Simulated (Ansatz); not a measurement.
# Rh (P6_3/mmc) in Ansatz: a series of runs

One crystal, Rh, is run at these levels: PBEsol; tasks: relaxation of cell and atoms.

Everything below comes from runs of Ansatz 0.2.0. Logs are shortened: lines on timing, memory, paths and dates and some standing lists are left out, and cuts for length are marked.

## Step 1: The structure

Symmetry: P6_3/mmc, No. 194, hexagonal system. The conventional cell has a = 2.692 Å, b = 2.692 Å, c = 8.798 Å, α = 90.00°, β = 90.00°, γ = 120.00°. Rh (site symmetry -6m2) has 12 Rh at 2.69 Å as nearest neighbours. Rh (site symmetry -3m) has 12 Rh at 2.69 Å as nearest neighbours.

This isn't the form of Rh at room conditions, which is fcc.

## Step 2: Relaxation of cell and atoms, PBEsol, target pressure 10 GPa, at which the enthalpy is minimised

The input, input.yaml:

```yaml
crystal:
  lattice:
    - [2.6917446234, 0.0, 0.0]
    - [-1.3458723117, 2.3311192244, 0.0]
    - [0.0, 0.0, 8.79807013]
  atoms:
    - { symbol: Rh, position: [0.6666666667, 0.3333333333, 0.75] }
    - { symbol: Rh, position: [0.0, 0.0, 0.5] }
    - { symbol: Rh, position: [0.3333333333, 0.6666666667, 0.25] }
    - { symbol: Rh, position: [0.0, 0.0, 0.0] }
hamiltonian:
  xc: pbesol
  pseudopotentials: { kind: paw }
kpoints:
  mp_grid: { grid: [11, 11, 3] }
scf:
  occupations: { method: fermi_dirac, width: 0.05 }
output:
  forces: true
  stress: true
  eigenvalues: true
  write_density: true
  write_potential: true
  elf: true
  volumetric_format: npy
relax:
  f_tol: 0.01
  max_steps: 40
  cell: { stress_tol: 0.05, p_target: 10.0 }
```

Potentials or basis: Ansatz PAW.

On the command line:

```bash
$ ansatz run input.yaml --threads 2 --pin off --max-ram 5632MiB --backend cpu --events-out ev --progress --plain --runs-dir out
```

The log of the run:

```text
Warning: RAYON_NUM_THREADS=2 ignored (pool sized by the plan → 2); use --threads N
Engine: ansatz 0.2.0, x86_64-unknown-linux-gnu
Pseudopotentials: kind: paw
Pseudopotential: Rh, paw, valence charge 17, recommended cutoff 420 eV (normal), Rh.paw.azcp
Functional definition: PBEsol
  exchange = pbesol_x
  correlation = pbesol_c
Crystal: 4 atoms, lattice volume = 55.206 Å³
Basis set: ecut = 420 eV, 1091 PW (Γ), exchange–correlation on 36×36×120 points (8 copies of the dense FFT grid, shifted against one another)
Bands: 41, of which v1, the nominal top of the filled ones, is band 34 counted from 1 (33 counted from 0)
Symmetry: 24 space group operations
Space group: P63/mmc (ITA 194), of the structure as read, at distance tolerance 3.8e-5 Å
k-points: 32 of 363
Non-local potential: Rh, projectors of the file, l = 0: 3, l = 1: 2, l = 2: 2, l = 3: 1
PAW form: soft (Blöchl's): semilocal exchange-correlation on the pseudo side does not see the compensation charge
PAW frozen core: Rh, regenerated for the run's functional, and the local potential with it (the file was generated under x = pbe(κ = 0.804, μ = 0.2195149727645171), c = pbe(β = 0.06672455060314922))
PAW one-centre angular grid: Rh, 590 points (default); XC on 64 Gauss nodes
Initial density: superposition of atomic densities (neutral atoms: chi_scale 0, normalization atom), corrected by the library's trained network
Initial wavefunctions: pseudopotential atomic-orbital guess
Functional: x = pbesol(κ = 0.804, μ = 0.12345679012345678), c = pbesol(β = 0.046)
SCF iter   1: F=—  HF=-25354.912851 eV  |F-HF|=—  |Δ(HF+E_count)|=         —  Δρ=1.12e-2  dr2=5.14e-2  ethr=1.77e-3  ⟨swp⟩=6.2  Hψ=4591  notcnv=0  defer=4
preconditioner: auto → Kerker (q_TF=auto, 2.825 Å⁻¹)  [metal: Δε(μ)=0.014 eV  Ē_g=6.522 eV  σ=0.050 eV  W_gap=0.07  n_scr=24 (ndim 8)  ℏωp=30.0 eV  f_vac=0.000  D(μ)=6.40/eV (n_scr^D=78)]
SCF iter   2: F=—  HF=-25354.903310 eV  |F-HF|=—  |Δ(HF+E_count)|=   9.54e-3  Δρ=5.18e-3  dr2=1.01e-2  ethr=7.55e-5  ⟨swp⟩=2.8  Hψ=2173  notcnv=0  defer=10
SCF iter   3: F=—  HF=-25354.899850 eV  |F-HF|=—  |Δ(HF+E_count)|=   3.46e-3  Δρ=9.26e-4  dr2=1.51e-4  ethr=1.49e-5  ⟨swp⟩=2.0  Hψ=1856  notcnv=0  defer=10
SCF iter   4: F=—  HF=-25354.899852 eV  |F-HF|=—  |Δ(HF+E_count)|=   2.80e-6  Δρ=1.17e-4  dr2=4.36e-6  ethr=2.22e-7  ⟨swp⟩=2.2  Hψ=2121  notcnv=0  defer=10
SCF iter   5: F=—  HF=-25354.899816 eV  |F-HF|=—  |Δ(HF+E_count)|=   3.63e-5  Δρ=2.48e-5  dr2=1.16e-7  ethr=6.41e-9  ⟨swp⟩=2.7  Hψ=2148  notcnv=0  defer=10
SCF iter   6: F=-25354.899816 eV  HF=-25354.899816 eV  |F-HF|=2.51e-10  |Δ(HF+E_count)|=  6.00e-10  Δρ=4.56e-6  dr2=7.52e-9  ethr=1.47e-10  ⟨swp⟩=9.2  Hψ=7619  notcnv=0
SCF 1 converged in 6 iterations: F = -25354.899816 eV  dr2 = 7.52e-9
relax step   1: F+E_penalty+E_count = -25354.89981620 eV  Δ(F+E_penalty+E_count) = +0.000e0 eV  max|allowed force component| = 3.701e-17 eV/Å  Δτ_max = 0.0000 Å  P = -5.547 GPa  Ω = 55.206 Å³  (6 SCF iters, dr2 threshold 1.00e-7 eV, accepted)
Crystal: 4 atoms, lattice volume = 49.372 Å³
Basis set: ecut = 420 eV, 1007 PW (Γ), exchange–correlation on 36×36×120 points (8 copies of the dense FFT grid, shifted against one another)
Initial density: handed on by an earlier stage of this run
Initial wavefunctions: those handed on with the density
iter 1 solved again at ethr=4.97e-5 eV; its pass at ethr=3.10e-3 eV (dr2=3.38e-2 eV) is discarded
SCF iter   1: F=—  HF=-25354.470486 eV  |F-HF|=—  |Δ(HF+E_count)|=         —  Δρ=9.90e-3  dr2=3.68e-2  ethr=4.97e-5  ⟨swp⟩=2.0  Hψ=6502  notcnv=0
preconditioner: auto → Kerker (q_TF=auto, 2.878 Å⁻¹)  [metal: Δε(μ)=0.018 eV  Ē_g=7.481 eV  σ=0.050 eV  W_gap=0.09  n_scr=12 (ndim 8)  ℏωp=31.7 eV  f_vac=0.000  D(μ)=5.56/eV (n_scr^D=66)]
SCF iter   2: F=—  HF=-25354.464193 eV  |F-HF|=—  |Δ(HF+E_count)|=   6.29e-3  Δρ=5.40e-3  dr2=9.64e-3  ethr=4.97e-5  ⟨swp⟩=2.1  Hψ=1848  notcnv=0
SCF iter   3: F=—  HF=-25354.462702 eV  |F-HF|=—  |Δ(HF+E_count)|=   1.49e-3  Δρ=9.36e-4  dr2=1.64e-4  ethr=1.42e-5  ⟨swp⟩=2.0  Hψ=1827  notcnv=0
SCF iter   4: F=—  HF=-25354.462729 eV  |F-HF|=—  |Δ(HF+E_count)|=   2.78e-5  Δρ=9.66e-5  dr2=2.94e-6  ethr=2.41e-7  ⟨swp⟩=1.9  Hψ=1887  notcnv=0
iter 5 did not close the SCF: its close was put off for the readings that it lacked (scf_convergence_deferred on its scf_iter line)
SCF iter   5: F=-25354.462730 eV  HF=-25354.462731 eV  |F-HF|=1.11e-7  |Δ(HF+E_count)|=   1.12e-6  Δρ=3.21e-5  dr2=3.25e-7  ethr=4.32e-9  ⟨swp⟩=2.2  Hψ=1846  notcnv=0
SCF iter   6: F=-25354.462730 eV  HF=-25354.462730 eV  |F-HF|=1.41e-8  |Δ(HF+E_count)|=   4.44e-8  Δρ=9.48e-6  dr2=2.72e-8  ethr=4.78e-10  ⟨swp⟩=6.2  Hψ=8380  notcnv=0
SCF 2 converged in 6 iterations: F = -25354.462730 eV  dr2 = 2.72e-8
[... 49 lines left out ...]
iter 4 did not close the SCF: its close was put off for the readings that it lacked (scf_convergence_deferred on its scf_iter line)
SCF iter   4: F=-25354.869269 eV  HF=-25354.869269 eV  |F-HF|=2.18e-11  |Δ(HF+E_count)|=   2.60e-9  Δρ=3.80e-7  dr2=2.03e-11  ethr=5.06e-12  ⟨swp⟩=2.3  Hψ=2211  notcnv=0
iter 5 did not close the SCF: its close was put off for the readings that it lacked (scf_convergence_deferred on its scf_iter line)
SCF iter   5: F=-25354.869269 eV  HF=-25354.869269 eV  |F-HF|=7.28e-12  |Δ(HF+E_count)|=  3.27e-11  Δρ=1.18e-7  dr2=4.72e-12  ethr=1.00e-12  ⟨swp⟩=1.0  Hψ=1312  notcnv=0
iter 6 did not close the SCF: its close was put off for the readings that it lacked (scf_convergence_deferred on its scf_iter line)
SCF iter   6: F=-25354.869269 eV  HF=-25354.869269 eV  |F-HF|=0.00e0  |Δ(HF+E_count)|=  3.64e-12  Δρ=2.35e-8  dr2=1.77e-13  ethr=1.00e-12  ⟨swp⟩=1.0  Hψ=1312  notcnv=0
iter 7 did not close the SCF: its close was put off for the readings that it lacked (scf_convergence_deferred on its scf_iter line)
SCF iter   7: F=-25354.869269 eV  HF=-25354.869269 eV  |F-HF|=7.28e-12  |Δ(HF+E_count)|=    0.00e0  Δρ=5.27e-9  dr2=8.05e-15  ethr=1.00e-12  ⟨swp⟩=1.0  Hψ=1312  notcnv=0
SCF iter   8: F=-25354.869269 eV  HF=-25354.869269 eV  |F-HF|=7.28e-12  |Δ(HF+E_count)|=    0.00e0  Δρ=1.04e-9  dr2=7.26e-16  ethr=1.00e-12  ⟨swp⟩=2.5  Hψ=3852  notcnv=0
SCF 6 converged in 8 iterations: F = -25354.869269 eV  dr2 = 7.26e-16
relax step   6: F+E_penalty+E_count = -25354.86926866 eV  Δ(F+E_penalty+E_count) = +1.633e-3 eV  max|allowed force component| = 3.701e-17 eV/Å  Δτ_max = 0.0000 Å  P = +10.014 GPa  Ω = 52.446 Å³  stress off target by 2.70e-2 GPa  SCF on the basis re-selected at this cell (its energy is not comparable with the rows above)  (8 SCF iters)
basis re-selected at this cell: Δ(F+E_penalty+E_count) = +1.633e-3 eV, ΔP = +0.010 GPa vs the last step (what re-selecting the basis moved, of the pressure what is left beyond the Pulay correction that the steps carried, after the strain that the cell walked since its last selection, with what the two solves' SCF thresholds leave and, on support functions, any second-order correction that the steps lacked; it is no measure of the basis error at this ecutwfc). This SCF's stress stands 2.70e-2 GPa from its target on what of the cell is left free (relax.cell.stress_tol is 5.00e-2 GPa) and its largest allowed force component is 3.70e-17 eV/Å (relax.f_tol is 1.00e-2 eV/Å): within both
SCF converged after 8 iterations
Free energy (F): -25354.869269 eV
Harris-Foulkes:  -25354.869269 eV  (|F-HF|=7.28e-12)
Internal energy: -25354.821582 eV  (E = F + TS)
E sigma→0 (E₀):  -25354.845425 eV
Entropy (-TS):   -0.047686 eV (-11.922 meV/atom)
Fermi energy:    23.665970 eV
--- Per-component energies (eV) ---
  E_band       = -267.016854
  E_kinetic    = 2299.876347
  E_local      = -6022.335532  (includes V_loc(G=0)·N_el)
  E_nonlocal   = 1425.419306
  E_hartree    = 2116.191556
  E_xc         = -885.228704
  E_vxc        = -1115.579495  (∫ρ·V_xc dr)
  E_paw        = -14095.539765  (= ΣΔE_a)
  E_vpaw       = -1086.783784  (= ΣTr[D̂ρ^β])
  E_aug_tail   = 0.003192  (compensation charges beyond the density's cutoff)
  E_ewald      = -10194.312780
  E_core_change = 1.104799  (= ΣΔE_core)
  E_smearing   = -0.047686  (= −TS)
  E_closure    = -0.000000  (closes the sum)
  Σ components = -25354.869269   (vs F -25354.869269, Δ=0.00e0)
--- Forces (eV/Å), atoms counted from 1 ---
  atom   1  Rh    -0.00000000    -0.00000000     0.00000000
  atom   2  Rh    -0.00000000     0.00000000    -0.00000000
  atom   3  Rh     0.00000000     0.00000000    -0.00000000
  atom   4  Rh     0.00000000    -0.00000000     0.00000000
  max |Σ_I F_I| component: 1.47e-29 eV/Å
--- Stress (GPa, compression-positive) ---
       10.027045       0.000000      -0.000000
        0.000000      10.027045      -0.000000
       -0.000000      -0.000000       9.987200
  P = ⅓ Tr σ = 10.0138 GPa (100.138 kbar)
--- Band table (eV; the first three rows and the last of 32) ---
  k-point 0: bands = ["-55.3129", "-55.2448", "-55.2396", "-55.1709", "-23.6190", "-23.1891", "-23.1887", "-22.8525", "-22.8525", "-22.7965", "-22.7965", "-22.7874", "-22.7874", "-22.7420", "-22.7308", "-22.7308", "15.2318", "17.0611", "17.0775", "17.0928", "20.1898", "20.2240", "20.2339", "20.2339", "20.2737", "20.2737", "20.3289", "20.7071", "20.7071", "20.8171", "20.8171", "22.0920", "22.0920", "22.7323", "22.7323", "23.2968", "23.2968", "24.1422", "24.1422", "24.2709", "32.7427"]
  k-point 1: bands = ["-55.3035", "-55.2777", "-55.2066", "-55.1805", "-23.5623", "-23.4059", "-22.9677", "-22.8445", "-22.8445", "-22.8226", "-22.8226", "-22.8030", "-22.7612", "-22.7612", "-22.7390", "-22.7390", "15.5236", "16.2943", "17.1372", "17.2718", "19.9863", "20.2060", "20.3157", "20.3157", "20.3640", "20.3640", "20.5855", "20.5855", "20.6712", "20.6712", "21.4902", "22.2747", "22.2747", "22.5836", "22.5836", "23.2929", "23.5406", "23.5406", "23.9542", "23.9542", "34.0108"]
  k-point 2: bands = ["-55.3031", "-55.2376", "-55.2324", "-55.1662", "-23.5964", "-23.1958", "-23.1949", "-22.9045", "-22.8693", "-22.8366", "-22.8269", "-22.8091", "-22.8000", "-22.7844", "-22.7508", "-22.7392", "15.5379", "17.2973", "17.3597", "17.3771", "19.6877", "19.9277", "20.0843", "20.1089", "20.2311", "20.4455", "20.4465", "20.7757", "20.9381", "20.9726", "21.0292", "21.7393", "21.8747", "22.5344", "22.8224", "23.1843", "23.2644", "23.4767", "24.1801", "26.2244", "32.6833"]
  k-point 31: bands = ["-55.1470", "-55.1446", "-55.1357", "-55.1334", "-23.4368", "-23.4224", "-23.3806", "-23.3539", "-23.2574", "-23.2377", "-23.1955", "-23.1386", "-23.0304", "-22.9697", "-22.9447", "-22.9250", "17.9514", "18.0374", "18.5999", "18.6030", "18.7810", "18.9757", "19.2225", "19.4176", "20.0881", "20.2345", "20.3596", "20.6585", "21.6119", "21.7780", "22.5541", "22.7545", "23.6772", "23.8988", "24.0552", "24.1763", "29.7108", "30.0001", "30.8321", "30.8417", "32.3271"]
--- Relaxed structure (5 steps of the walk, 4 accepted, 1 SCFs on fresh bases) ---
  F+E_penalty+E_count = -25354.86926866 eV   max|allowed force component| = 3.701e-17 eV/Å   (the final SCF, on the basis selected at the relaxed cell)
  cell:  # Å, volume = 52.4463 Å³
    - [2.649965188749277, -2.722967235554406e-34, -7.261245961478418e-34]
    - [-1.3249825943746385, 2.2949371726012986, -1.5233981168627745e-18]
    - [-2.373365981468426e-33, -5.74958300196774e-18, 8.623901969872282]
  atoms:
    - { symbol: Rh, position: [0.6666666666666667, 0.33333333333333337, 0.75] }
    - { symbol: Rh, position: [4.81482486096809e-34, -3.851859888774472e-34, 0.5] }
    - { symbol: Rh, position: [0.3333333333333333, 0.6666666666666667, 0.25] }
    - { symbol: Rh, position: [4.703946760125419e-34, -2.178141989531792e-34, 1.4251541785301904e-38] }
```

Wall time 18 s (2 threads of Intel Xeon Platinum 8488C (Sapphire Rapids), shared host); peak memory 0.44 GiB.

Results:

```
Free energy                                            : -25354.8693 eV
Relaxed volume                                         : 13.11 Å³/atom
Relaxed cell                                           : a = 2.650 Å, b = 2.650 Å, c = 8.624 Å, α = 90.00°, β = 90.00°, γ = 120.00°
Space group after relaxing (to 0.05 Å)                 : P6_3/mmc (No. 194)
Energy change on relaxing (the enthalpy is what falls) : +7.6 meV/atom
Ionic steps                                            : 5
Pressure after relaxing                                : 10.0 GPa
Band gap on the k mesh                                 : none (metal or under the smearing width)
```

Step by step:
| step | energy change (eV) | largest force (eV/Å) | volume (Å³) |
| --- | --- | --- | --- |
| 1 | 0.0000 | 0.0000 | 55.21 |
| 2 | 0.0116 | 0.0000 | 52.76 |
| 3 | 0.0287 | 0.0000 | 52.45 |
| 4 | 0.0289 | 0.0000 | 52.45 |
| 5 | 0.0305 | 0.0000 | 52.45 |

Final structure:
```
Rh
1.0
     2.64997    0.00000    0.00000
    -1.32498    2.29494    0.00000
     0.00000    0.00000    8.62390
Rh
4
Direct
  0.66667 0.33333 0.75000
  0.00000 0.00000 0.50000
  0.33333 0.66667 0.25000
  0.00000 0.00000 0.00000
```

Levels at points of the mesh, in eV from the Fermi level:
```csv
k point,band 32,band 33,band 34,band 35,band 36,band 37
"(0.00, 0.00, 0.00)",-1.57,-1.57,-0.93,-0.93,-0.37,-0.37
```

Caveat: the plane-wave basis is chosen anew once the cell has moved, so the energies of steps on either side of that aren't comparable; the PAW data sets come from PBE, with cores solved anew for the run's functional, which leaves a small shift of forces and pressure.

## Step 3: Relaxation of cell and atoms, PBEsol, target pressure 20 GPa, at which the enthalpy is minimised

Changes to input.yaml since step 2:

```diff
@@ -21,6 +21,2 @@
   eigenvalues: true
-  write_density: true
-  write_potential: true
-  elf: true
-  volumetric_format: npy
 relax:
@@ -28,2 +24,2 @@
   max_steps: 40
-  cell: { stress_tol: 0.05, p_target: 10.0 }
+  cell: { stress_tol: 0.05, p_target: 20.0 }
```

Potentials or basis: Ansatz PAW.

On the command line:

```bash
$ ansatz run input.yaml --threads 2 --pin off --max-ram 5632MiB --backend cpu --events-out ev --progress --plain --runs-dir out
```

The log of the run:

```text
Warning: RAYON_NUM_THREADS=2 ignored (pool sized by the plan → 2); use --threads N
[... 6 set-up lines as earlier in the session ...]
Crystal: 4 atoms, lattice volume = 55.206 Å³
Basis set: ecut = 420 eV, 1091 PW (Γ), exchange–correlation on 36×36×120 points (8 copies of the dense FFT grid, shifted against one another)
Bands: 41, of which v1, the nominal top of the filled ones, is band 34 counted from 1 (33 counted from 0)
[... 2 set-up lines as earlier in the session ...]
k-points: 32 of 363
[... 7 set-up lines as earlier in the session ...]
SCF iter   1: F=—  HF=-25354.912851 eV  |F-HF|=—  |Δ(HF+E_count)|=         —  Δρ=1.12e-2  dr2=5.14e-2  ethr=1.77e-3  ⟨swp⟩=6.2  Hψ=4591  notcnv=0  defer=4
preconditioner: auto → Kerker (q_TF=auto, 2.825 Å⁻¹)  [metal: Δε(μ)=0.014 eV  Ē_g=6.522 eV  σ=0.050 eV  W_gap=0.07  n_scr=24 (ndim 8)  ℏωp=30.0 eV  f_vac=0.000  D(μ)=6.40/eV (n_scr^D=78)]
SCF iter   2: F=—  HF=-25354.903310 eV  |F-HF|=—  |Δ(HF+E_count)|=   9.54e-3  Δρ=5.18e-3  dr2=1.01e-2  ethr=7.55e-5  ⟨swp⟩=2.8  Hψ=2173  notcnv=0  defer=10
[... 91 lines left out ...]
  E_hartree    = 2072.913634
  E_xc         = -886.968746
  E_vxc        = -1117.904995  (∫ρ·V_xc dr)
  E_paw        = -14095.830109  (= ΣΔE_a)
  E_vpaw       = -1087.144228  (= ΣTr[D̂ρ^β])
  E_aug_tail   = 0.003241  (compensation charges beyond the density's cutoff)
  E_ewald      = -10287.299473
  E_core_change = 1.104799  (= ΣΔE_core)
  E_smearing   = -0.045998  (= −TS)
  E_closure    = -0.000000  (closes the sum)
  Σ components = -25354.738288   (vs F -25354.738288, Δ=0.00e0)
--- Forces (eV/Å), atoms counted from 1 ---
  atom   1  Rh    -0.00000000     0.00000000    -0.00000000
  atom   2  Rh    -0.00000000     0.00000000    -0.00000000
  atom   3  Rh     0.00000000     0.00000000     0.00000000
  atom   4  Rh     0.00000000    -0.00000000    -0.00000000
  max |Σ_I F_I| component: 1.39e-17 eV/Å
--- Stress (GPa, compression-positive) ---
       20.035626       0.000000       0.000000
        0.000000      20.035626      -0.000000
        0.000000      -0.000000      20.014035
  P = ⅓ Tr σ = 20.0284 GPa (200.284 kbar)
--- Band table (eV; the first three rows and the last of 32) ---
  k-point 0: bands = ["-54.5701", "-54.4933", "-54.4883", "-54.4107", "-22.9179", "-22.4471", "-22.4468", "-22.0778", "-22.0778", "-22.0163", "-22.0163", "-22.0075", "-22.0075", "-21.9564", "-21.9453", "-21.9453", "15.8599", "17.6490", "17.7223", "17.7383", "20.8910", "20.9184", "20.9184", "20.9262", "20.9612", "20.9612", "21.0182", "21.4120", "21.4120", "21.5273", "21.5273", "22.8576", "22.8576", "23.5249", "23.5249", "24.1176", "24.1176", "25.0001", "25.0001", "25.0797", "33.8720"]
  k-point 1: bands = ["-54.5595", "-54.5306", "-54.4508", "-54.4214", "-22.8559", "-22.6847", "-22.2043", "-22.0691", "-22.0691", "-22.0451", "-22.0451", "-22.0234", "-21.9785", "-21.9785", "-21.9542", "-21.9542", "16.1595", "16.9458", "17.7310", "17.8851", "20.6634", "20.8898", "21.0033", "21.0033", "21.0545", "21.0545", "21.2858", "21.2858", "21.3756", "21.3756", "22.2486", "23.0489", "23.0489", "23.3715", "23.3715", "24.0914", "24.3704", "24.3704", "24.8029", "24.8029", "35.1365"]
  k-point 2: bands = ["-54.5592", "-54.4852", "-54.4802", "-54.4054", "-22.8931", "-22.4544", "-22.4536", "-22.1350", "-22.0963", "-22.0604", "-22.0509", "-22.0301", "-22.0214", "-22.0042", "-21.9659", "-21.9544", "16.1743", "17.8944", "18.0119", "18.0321", "20.3585", "20.6120", "20.7625", "20.7909", "20.9157", "21.1398", "21.1403", "21.4835", "21.6525", "21.6913", "21.7482", "22.4875", "22.6290", "23.3174", "23.6201", "23.9975", "24.0833", "24.3047", "25.0401", "27.1175", "33.8058"]
  k-point 31: bands = ["-54.3834", "-54.3807", "-54.3712", "-54.3685", "-22.7192", "-22.7039", "-22.6577", "-22.6280", "-22.5228", "-22.5017", "-22.4543", "-22.3923", "-22.2722", "-22.2059", "-22.1784", "-22.1565", "18.5420", "18.6331", "19.2339", "19.2360", "19.4197", "19.6198", "19.8729", "20.0787", "20.7786", "20.9284", "21.0612", "21.3723", "22.3547", "22.5273", "23.3339", "23.5433", "24.5119", "24.7440", "24.9083", "25.0356", "30.6980", "31.0002", "31.8598", "31.8660", "33.3500"]
--- Relaxed structure (5 steps of the walk, 5 accepted, 1 SCFs on fresh bases) ---
  F+E_penalty+E_count = -25354.73828802 eV   max|allowed force component| = 1.966e-17 eV/Å   (the final SCF, on the basis selected at the relaxed cell)
  cell:  # Å, volume = 51.0370 Å³
    - [2.625860757339032, -4.26598200236857e-33, 1.0891868942217624e-33]
    - [-1.312930378669516, 2.2740621226562467, -2.2869773223178183e-18]
    - [4.153390467569745e-33, -8.631470521548949e-18, 8.546941814047418]
  atoms:
    - { symbol: Rh, position: [0.6666666666666667, 0.33333333333333337, 0.75] }
    - { symbol: Rh, position: [0.0, 0.0, 0.5] }
    - { symbol: Rh, position: [0.33333333333333337, 0.6666666666666669, 0.25] }
    - { symbol: Rh, position: [-6.812241889946327e-35, -4.184700500940195e-35, -6.075797693356635e-52] }
```

Wall time 15 s (2 threads of Intel Xeon Platinum 8488C (Sapphire Rapids), shared host); peak memory 0.43 GiB.

What came out:

| Property | Result |
| --- | --- |
| Free energy | -25354.7383 eV |
| Relaxed volume | 12.76 Å³/atom |
| Relaxed cell | a = 2.626 Å, b = 2.626 Å, c = 8.547 Å, α = 90.00°, β = 90.00°, γ = 120.00° |
| Space group after relaxing (to 0.05 Å) | P6_3/mmc (No. 194) |
| Energy change on relaxing (the enthalpy is what falls) | +40.4 meV/atom |
| Ionic steps | 6 |
| Pressure after relaxing | 20.0 GPa |
| Band gap on the k mesh | none (metal or under the smearing width) |

Step by step:
```tsv
step	energy change (eV)	largest force (eV/Å)	volume (Å³)
1	0.0000	0.0000	55.21
2	0.7941	0.0000	47.97
3	0.1059	0.0000	51.51
4	0.1525	0.0000	51.09
5	0.1589	0.0000	51.04
6	0.1615	0.0000	51.04
```

Final structure:
```
Rh
1.0
     2.62586    0.00000    0.00000
    -1.31293    2.27406    0.00000
     0.00000    0.00000    8.54694
Rh
4
Direct
  0.66667 0.33333 0.75000
  0.00000 0.00000 0.50000
  0.33333 0.66667 0.25000
  0.00000 0.00000 0.00000
```

Caveat: the plane-wave basis is chosen anew once the cell has moved, so the energies of steps on either side of that aren't comparable; the PAW data sets come from PBE, with cores solved anew for the run's functional, which leaves a small shift of forces and pressure.

(Part 1 of 2 ends here.)
